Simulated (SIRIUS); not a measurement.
# Co (P6_3/mmc) in SIRIUS: reference runs

Aim: a first look at Co with PBEsol, on the cell as given.

Program: SIRIUS 7.12.0. These are calculated values, not measurements. Logs are shortened: lines on timing, memory, paths and dates and some standing lists are left out, and cuts for length are marked. The log counts tension as positive stress, the text compression.

## Step 1: Starting point

Symmetry: P6_3/mmc, No. 194, hexagonal system. Conventional cell: a = 2.471 Å, b = 2.471 Å, c = 8.088 Å, α = 90.00°, β = 90.00°, γ = 120.00°. Co (site symmetry -6m2) has 12 Co at 2.47 Å as nearest neighbours. Co (site symmetry -3m) has 12 Co at 2.47 Å as nearest neighbours.

## Step 2: Single point, PBEsol, collinear spin, ferromagnetic start

sirius.json

```json
{
  "control": {
    "processing_unit": "cpu",
    "std_evp_solver_name": "lapack",
    "gen_evp_solver_name": "lapack",
    "verbosity": 2,
    "print_forces": true,
    "ortho_rf": true,
    "use_second_variation": true,
    "rmt_max": 3.0,
    "num_bands_to_print": 24,
    "save_wf": true
  },
  "parameters": {
    "electronic_structure_method": "full_potential_lapwlo",
    "xc_functionals": ["XC_GGA_X_PBE_SOL", "XC_GGA_C_PBE_SOL"],
    "core_relativity": "dirac",
    "valence_relativity": "iora",
    "num_fv_states": 59,
    "smearing": "fermi_dirac",
    "smearing_width": 0.0018374661,
    "pw_cutoff": 20,
    "gk_cutoff": 3.91,
    "lmax_apw": 10,
    "lmax_rho": 8,
    "lmax_pot": 8,
    "num_mag_dims": 1,
    "auto_rmt": 0,
    "ngridk": [12, 12, 4],
    "shiftk": [0, 0, 0],
    "num_dft_iter": 80,
    "energy_tol": 1e-07,
    "density_tol": 1e-05,
    "use_symmetry": true
  },
  "settings": {"tol_ne": 1e-10},
  "iterative_solver": {"type": "exact"},
  "mixer": {"type": "anderson", "beta": 0.4, "max_history": 8},
  "unit_cell": {
    "lattice_vectors": [[4.6686851399, 0.0, 0.0], [-2.33434257, 4.0431999334, 0.0], [0.0, 0.0, 15.2845467139]],
    "atom_types": ["Co"],
    "atom_files": {"Co": "Co.json"},
    "atoms": {
      "Co": [
        [0.6666666667, 0.3333333333, 0.75, 0.0, 0.0, 2.0],
        [0.0, 0.0, 0.5, 0.0, 0.0, 2.0],
        [0.3333333333, 0.6666666667, 0.25, 0.0, 0.0, 2.0],
        [0.0, 0.0, 0.0, 0.0, 0.0, 2.0]
      ]
    }
  }
}
```

Co.json

```json
{
  "name": "cobalt",
  "symbol": "Co",
  "number": 27,
  "mass": 58.933195,
  "rmin": 1e-06,
  "rmt": 2.25,
  "nrmt": 800,
  "rinf": 15.25,
  "core": "1s2s2p",
  "valence": [
    {"basis": [{"enu": 0.12, "dme": 0, "n": 0, "auto": 0}, {"enu": 0.12, "dme": 1, "n": 0, "auto": 0}]},
    {"l": 0, "n": 1, "basis": [{"enu": 0.22, "dme": 0, "n": 0, "auto": 0}]},
    {"l": 1, "n": 2, "basis": [{"enu": 0.22, "dme": 0, "n": 0, "auto": 0}]},
    {"l": 2, "n": 3, "basis": [{"enu": 0.2182, "dme": 0, "n": 0, "auto": 0}]},
    {"l": 3, "n": 4, "basis": [{"enu": 0.22, "dme": 0, "n": 0, "auto": 0}]}
  ],
  "lo": [
    {"l": 0, "basis": [{"enu": 0.22, "dme": 0, "n": 0, "auto": 0}, {"enu": 0.22, "dme": 1, "n": 0, "auto": 0}]},
    {
      "l": 0,
      "basis": [{"enu": -3.3075, "dme": 0, "n": 3, "auto": 1}, {"enu": -3.3075, "dme": 1, "n": 3, "auto": 1}]
    },
    {
      "l": 0,
      "basis": [{"enu": -3.3075, "dme": 1, "n": 3, "auto": 1}, {"enu": 0.22, "dme": 0, "n": 0, "auto": 0}]
    },
    {"l": 0, "basis": [{"enu": 0.22, "dme": 0, "n": 0, "auto": 0}, {"enu": 3.3805, "dme": 0, "n": 0, "auto": 0}]},
    {"l": 1, "basis": [{"enu": 0.22, "dme": 0, "n": 0, "auto": 0}, {"enu": 0.22, "dme": 1, "n": 0, "auto": 0}]},
    {
      "l": 1,
      "basis": [{"enu": -1.9771, "dme": 0, "n": 3, "auto": 1}, {"enu": -1.9771, "dme": 1, "n": 3, "auto": 1}]
    },
    {
      "l": 1,
      "basis": [{"enu": -1.9771, "dme": 1, "n": 3, "auto": 1}, {"enu": 0.22, "dme": 0, "n": 0, "auto": 0}]
    },
    {"l": 1, "basis": [{"enu": 0.22, "dme": 0, "n": 0, "auto": 0}, {"enu": 3.8546, "dme": 0, "n": 0, "auto": 0}]},
    {
      "l": 2,
      "basis": [{"enu": 0.2182, "dme": 0, "n": 0, "auto": 0}, {"enu": 0.2182, "dme": 1, "n": 0, "auto": 0}]
    },
    {
      "l": 2,
      "basis": [{"enu": 0.2182, "dme": 1, "n": 0, "auto": 0}, {"enu": 0.2182, "dme": 2, "n": 0, "auto": 0}]
    },
    {
      "l": 2,
      "basis": [{"enu": 0.2182, "dme": 0, "n": 0, "auto": 0}, {"enu": 3.2996, "dme": 0, "n": 0, "auto": 0}]
    },
    {"l": 3, "basis": [{"enu": 0.22, "dme": 0, "n": 0, "auto": 0}, {"enu": 0.22, "dme": 1, "n": 0, "auto": 0}]},
    {"l": 3, "basis": [{"enu": 0.22, "dme": 0, "n": 0, "auto": 0}, {"enu": 3.657, "dme": 0, "n": 0, "auto": 0}]}
  ],
  "free_atom": [... radial grid and density of the free atom, the start of the SCF ...]
}
```

sirius_start.json

```json
{
  "control": {
    "processing_unit": "cpu",
    "std_evp_solver_name": "lapack",
    "gen_evp_solver_name": "lapack",
    "verbosity": 1,
    "print_forces": false,
    "ortho_rf": true,
    "use_second_variation": true,
    "rmt_max": 3.0,
    "num_bands_to_print": 24,
    "save_wf": false
  },
  "parameters": {
    "electronic_structure_method": "full_potential_lapwlo",
    "xc_functionals": ["XC_LDA_X", "XC_LDA_C_PW"],
    "core_relativity": "dirac",
    "valence_relativity": "iora",
    "num_fv_states": 59,
    "smearing": "fermi_dirac",
    "smearing_width": 0.0055123983,
    "pw_cutoff": 20,
    "gk_cutoff": 3.13,
    "lmax_apw": 10,
    "lmax_rho": 8,
    "lmax_pot": 8,
    "num_mag_dims": 1,
    "auto_rmt": 0,
    "ngridk": [5, 5, 2],
    "shiftk": [0, 0, 0],
    "num_dft_iter": 30,
    "energy_tol": 0.01,
    "density_tol": 0.05,
    "use_symmetry": true
  },
  "settings": {"tol_ne": 1e-10},
  "iterative_solver": {"type": "exact"},
  "mixer": {"type": "anderson", "beta": 0.4, "max_history": 8},
  "unit_cell": {
    "lattice_vectors": [[4.6686851399, 0.0, 0.0], [-2.33434257, 4.0431999334, 0.0], [0.0, 0.0, 15.2845467139]],
    "atom_types": ["Co"],
    "atom_files": {"Co": "Co.json"},
    "atoms": {
      "Co": [
        [0.6666666667, 0.3333333333, 0.75, 0.0, 0.0, 2.0],
        [0.0, 0.0, 0.5, 0.0, 0.0, 2.0],
        [0.3333333333, 0.6666666667, 0.25, 0.0, 0.0, 2.0],
        [0.0, 0.0, 0.0, 0.0, 0.0, 2.0]
      ]
    }
  }
}
```

Potentials or basis: all-electron FP-LAPW, apw+lo standard.

The run is started by

```
OMP_NUM_THREADS=2 sirius.scf --input=sirius_start.json --output=start.json
OMP_NUM_THREADS=2 sirius.scf --input=sirius.json --output=output.json --task=1
```

The log of the run:

```text
[info] SIRIUS version : 7.12.0
[info] number of MPI ranks           : 1
[info] MPI grid                      : 1 1
[info] maximum number of OMP threads : 2
[fft] FFT context for density and potential
[fft] =====================================
[fft]   plane wave cutoff                     : 20
[fft]   grid size                             : 32 32 100   total : 102400
[fft]   grid limits                           : -15 16   -15 16   -49 50
[fft]   number of G-vectors within the cutoff : 38923
[fft]   number of G-shells                    : 2060
[fft] FFT context for coarse grid
[fft] =====================================
[fft]   plane wave cutoff                     : 7.82
[fft]   grid size                             : 15 15 45   total : 10125
[fft]   grid limits                           : -7 7   -7 7   -22 22
[fft]   number of G-vectors within the cutoff : 2325
[fft]   number of G-shells                    : 169
[unit cell] lattice vectors
[unit cell]   a1 :       4.6686851399      0.0000000000      0.0000000000
[unit cell]   a2 :      -2.3343425700      4.0431999334      0.0000000000
[unit cell]   a3 :       0.0000000000      0.0000000000     15.2845467139
[unit cell] reciprocal lattice vectors
[unit cell]   b1 :       1.3458147463      0.7770065061     -0.0000000000
[unit cell]   b2 :       0.0000000000      1.5540130121      0.0000000000
[unit cell]   b3 :       0.0000000000     -0.0000000000      0.4110809058
[unit cell] unit cell volume :       288.51763710 [a.u.^3]
[unit cell] 1/sqrt(omega)    :         0.05887268
[unit cell] MT volume        :       190.85175371 (66.15%)
[unit cell] IT volume        :        97.66588340 (33.85%)
[unit cell] number of atom types : 1
[unit cell] type id : 0 symbol : Co mt_radius :   2.250000 num_atoms : 4
[unit cell] total number of atoms : 4
[unit cell] number of symmetry classes : 2
[unit cell] atom id  type id  class id             position                      vector_field
[unit cell] ------------------------------------------------------------------------------------------
[unit cell]      0        0        0      0.66667   0.33333   0.75000      0.00000   0.00000   2.00000
[unit cell]      1        0        1      0.00000   0.00000   0.50000      0.00000   0.00000   2.00000
[unit cell]      2        0        0      0.33333   0.66667   0.25000      0.00000   0.00000   2.00000
[unit cell]      3        0        1      0.00000   0.00000   0.00000      0.00000   0.00000   2.00000
[unit cell] atom id         position (Cartesian, a.u.)
[... 350 lines left out ...]
[diagonalize]            -3.128709   -3.128709   -3.125460   -3.125460   -1.791227   -1.791227   -1.789468   -1.789468   -1.785499   -1.785498   -1.784680   -1.784679   -1.781945   -1.781944   -1.781058   -1.781058    0.186474    0.186474    0.189457    0.189471    0.210207    0.210207    0.246189    0.246195
[diagonalize] ik:   54   -3.199779   -3.199779   -3.197800   -3.197800   -1.858965   -1.858965   -1.858735   -1.858735   -1.854967   -1.854967   -1.854684   -1.854683   -1.852548   -1.852548   -1.850970   -1.850970    0.150585    0.150588    0.155483    0.155484    0.180175    0.180181    0.180858    0.180875
[diagonalize]            -3.128810   -3.128810   -3.125540   -3.125540   -1.790124   -1.790124   -1.789067   -1.789066   -1.785595   -1.785595   -1.784750   -1.784750   -1.782054   -1.782054   -1.780974   -1.780973    0.178387    0.178390    0.199634    0.199634    0.225149    0.225151    0.225929    0.225953
[diagonalize] ik:   55   -3.199621   -3.199621   -3.197690   -3.197690   -1.859199   -1.859199   -1.858558   -1.858558   -1.855875   -1.855874   -1.855086   -1.855086   -1.852826   -1.852825   -1.851276   -1.851275    0.156233    0.156236    0.162730    0.162731    0.173678    0.173693    0.186373    0.186374
[diagonalize]            -3.128651   -3.128651   -3.125413   -3.125413   -1.790246   -1.790246   -1.788995   -1.788995   -1.786673   -1.786672   -1.784897   -1.784897   -1.782501   -1.782499   -1.781344   -1.781344    0.199209    0.199209    0.202550    0.202554    0.218534    0.218548    0.229325    0.229327
[diagonalize] ik:   56   -3.199563   -3.199563   -3.197650   -3.197650   -1.858675   -1.858675   -1.858162   -1.858162   -1.856619   -1.856619   -1.855772   -1.855772   -1.852873   -1.852873   -1.851429   -1.851429    0.162534    0.162536    0.172148    0.172148    0.175731    0.175762    0.178817    0.178817
[diagonalize]            -3.128593   -3.128593   -3.125367   -3.125367   -1.789255   -1.789255   -1.789240   -1.789240   -1.787461   -1.787461   -1.785234   -1.785234   -1.782695   -1.782695   -1.781535   -1.781535    0.211045    0.211047    0.215556    0.215556    0.216206    0.216236    0.219461    0.219461
[generate_core_charge_density] atom class : 0
[generate_core_charge_density]   n,l,k : 1 0 1  energy :        -278.13686728
[generate_core_charge_density]   n,l,k : 2 0 1  energy :         -32.41288075
[generate_core_charge_density]   n,l,k : 2 1 1  energy :         -28.05217165
[generate_core_charge_density]   n,l,k : 2 1 2  energy :         -27.50810913
[generate_core_charge_density] atom class : 1
[generate_core_charge_density]   n,l,k : 1 0 1  energy :        -278.13314004
[... 54 lines left out ...]
[find] valence_eval_sum               :     -60.00357107
[find] core_eval_sum                  :   -3148.25506186
[find] kinetic energy                 :    5649.76378975
[find] enuc                           :   -6709.13895630
[find] <rho|V^{XC}>                   :    -306.10000533
[find] <rho|E^{XC}>                   :    -233.82243914
[find] <mag|B^{XC}>                   :      -0.24165863
[find] <rho|V^{H}>                    :   -8551.68075872
[find] smearing (-TS)                 :      -0.00129314
[find] SCF correction                 :      -0.00002683
[find] Total energy                   :   -5569.03801189 (Ha),  -11138.07602377 (Ry)
[find] Free energy (E-TS)             :   -5569.03930502 (Ha),  -11138.07861005 (Ry)
[find] band gap (eV)                  :       0.00000000
[find] Efermi                         :       0.33111091
[find] iteration : 13, RMS (target) : 5.4938e-06 (1.0000e-05) , energy difference (target) : -2.2965e-09 (1.0000e-07)
[find] converged after 14 SCF iterations!
[find] Charges and magnetic moments
[find] --------------------------------------------------------------------------------
[find] atom      charge    core leakage                 moment                |moment|
[find] --------------------------------------------------------------------------------
[find]    0   25.970380    1.205407e-12  [  0.00000,   0.00000,   1.68696]    1.686963
[find]    1   25.974181    1.272374e-12  [  0.00000,   0.00000,   1.66821]    1.668206
[find]    2   25.970380    1.205407e-12  [  0.00000,   0.00000,   1.68696]    1.686963
[find]    3   25.974181    1.272374e-12  [  0.00000,   0.00000,   1.66821]    1.668206
[find] total core leakage    : 4.95556356e-12
[find] interstitial charge   : 4.110873
[find] interstitial moment   : [  0.00000,   0.00000,  -0.17258], magnitude : 0.172576
[find] total charge          : 107.999995
[find] total moment          : [  0.00000,   0.00000,   6.53776], magnitude : 6.537763
[find] Energy
[find] --------------------------------------------------------------------------------
[find] valence_eval_sum               :     -60.00357107
[find] core_eval_sum                  :   -3148.25506186
[find] kinetic energy                 :    5649.76378975
[find] enuc                           :   -6709.13895630
[find] <rho|V^{XC}>                   :    -306.10000533
[find] <rho|E^{XC}>                   :    -233.82243914
[find] <mag|B^{XC}>                   :      -0.24165863
[find] <rho|V^{H}>                    :   -8551.68075872
[find] smearing (-TS)                 :      -0.00129314
[find] SCF correction                 :      -0.00002683
[find] Total energy                   :   -5569.03801189 (Ha),  -11138.07602377 (Ry)
[find] Free energy (E-TS)             :   -5569.03930502 (Ha),  -11138.07861005 (Ry)
[find] band gap (eV)                  :       0.00000000
[find] Efermi                         :       0.33111091
[ground_state]
[ground_state] ==== total Forces in Ha/bohr =====
[ground_state] atom:    0, force:       0.0000000      0.0000000     -0.0000000
[ground_state] atom:    1, force:       0.0000000      0.0000000      0.0000000
[ground_state] atom:    2, force:      -0.0000000     -0.0000000      0.0000000
[ground_state] atom:    3, force:       0.0000000      0.0000000      0.0000000
[ground_state] ==== contribution from density =====
[ground_state] atom:    0, force:      -0.0000000      0.0000000     -0.0000000
[ground_state] atom:    1, force:       0.0000000      0.0000000      0.0000000
[ground_state] atom:    2, force:      -0.0000000      0.0000000      0.0000000
[ground_state] atom:    3, force:       0.0000000      0.0000000      0.0000000
[ground_state] ==== contribution from Hartree potential =====
[ground_state] atom:    0, force:       0.0000000     -0.0000000      0.0000000
[ground_state] atom:    1, force:       0.0000000      0.0000000      0.0000000
[ground_state] atom:    2, force:      -0.0000000      0.0000000      0.0000000
[ground_state] atom:    3, force:       0.0000000      0.0000000      0.0000000
[ground_state] ==== contribution from IBS =====
[ground_state] atom:    0, force:       0.0000000      0.0000000      0.0000000
[ground_state] atom:    1, force:       0.0000000      0.0000000      0.0000000
[ground_state] atom:    2, force:      -0.0000000     -0.0000000      0.0000000
[ground_state] atom:    3, force:       0.0000000      0.0000000      0.0000000
```

Wall time 4.8 min (2 threads of Arm Neoverse V1, shared host); peak memory 1.1 GiB.

What came out:

| Quantity | Value |
| --- | --- |
| Free energy | -151541.2795 eV |
| Band gap on the k mesh | none (metal or under the smearing width) |
| Net moment | 6.54 μB per cell |
| Site moments | Co +1.69, +1.67 μB |
| All electrons inside the program's atomic spheres | Co 25.97 (radii Co 2.25 bohr) |

Levels at points of the mesh, in eV from the Fermi level:
Spin up:
```tsv
k point	band 34	band 35	band 36	band 37	band 38	band 39	band 40	band 41	band 42	band 43
(0.00, 0.00, 0.00)	-1.45	-1.45	-1.13	-1.13	-0.73	-0.73	-0.44	6.20	14.66	14.67
(0.50, 0.00, 0.00)	-0.49	-0.48	-0.46	0.15	1.24	2.45	3.05	6.98	7.01	10.31
(0.00, 0.00, 0.50)	-1.60	-1.60	-1.60	-0.91	-0.91	-0.91	-0.91	9.16	9.16	20.64
(0.50, 0.00, 0.50)	-0.62	-0.50	-0.50	1.21	1.21	2.74	2.74	7.31	7.31	9.26
```
Spin down:
| k point | band 26 | band 27 | band 28 | band 29 | band 30 | band 31 | band 32 | band 33 | band 34 | band 35 |
| --- | --- | --- | --- | --- | --- | --- | --- | --- | --- | --- |
| (0.00, 0.00, 0.00) | -1.14 | -1.14 | -0.85 | -0.85 | -0.80 | -0.80 | -0.36 | 0.06 | 0.06 | 0.41 |
| (0.50, 0.00, 0.00) | -1.15 | -0.82 | -0.09 | -0.07 | 0.50 | 1.22 | 1.23 | 1.24 | 1.28 | 1.34 |
| (0.00, 0.00, 0.50) | -1.06 | -1.06 | -1.06 | -0.94 | -0.94 | -0.94 | -0.94 | 0.24 | 0.24 | 0.24 |
| (0.50, 0.00, 0.50) | -0.87 | -0.86 | -0.86 | -0.24 | -0.24 | 0.83 | 0.83 | 1.24 | 1.24 | 1.35 |
